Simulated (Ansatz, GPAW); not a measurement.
One calculation of InP, 3 ways

```xyz
2
Lattice="0.0000 2.9305 2.9305 2.9305 0.0000 2.9305 2.9305 2.9305 0.0000" Properties=species:S:1:pos:R:3 pbc="T T T"
In    0.0000    0.0000    0.0000
P     4.3957    4.3957    4.3957
```

Alike in all runs: task single point; functional PBE; k mesh 8 × 8 × 8; occupations gaussian, width 0.02 eV; no spin polarisation; no spin-orbit coupling. Pressure is positive in compression and, in plane waves, holds the error of the finite cutoff, which Ansatz's Pulay term estimates and takes out.

```csv
program and potentials,plane-wave cutoff (eV),notes,band gap (eV),pressure (GPa)
"Ansatz, Ansatz PAW",420,-,?,?
"GPAW, GPAW PAW data sets (gpaw-data 1.2.1)",600,-,0.71,3.04
"Ansatz, all-electron LAPW, scalar-relativistic",-,-,0.71,3.34
```

Q: Estimate from the other rows what the run with Ansatz, Ansatz PAW gave.

A: Band gap 0.72 eV; pressure 3.34 GPa. Its pressure holds a Pulay term of +0.04 GPa. The other rows, which needn't bracket it: band gap 0.71; pressure 3.04 to 3.34.
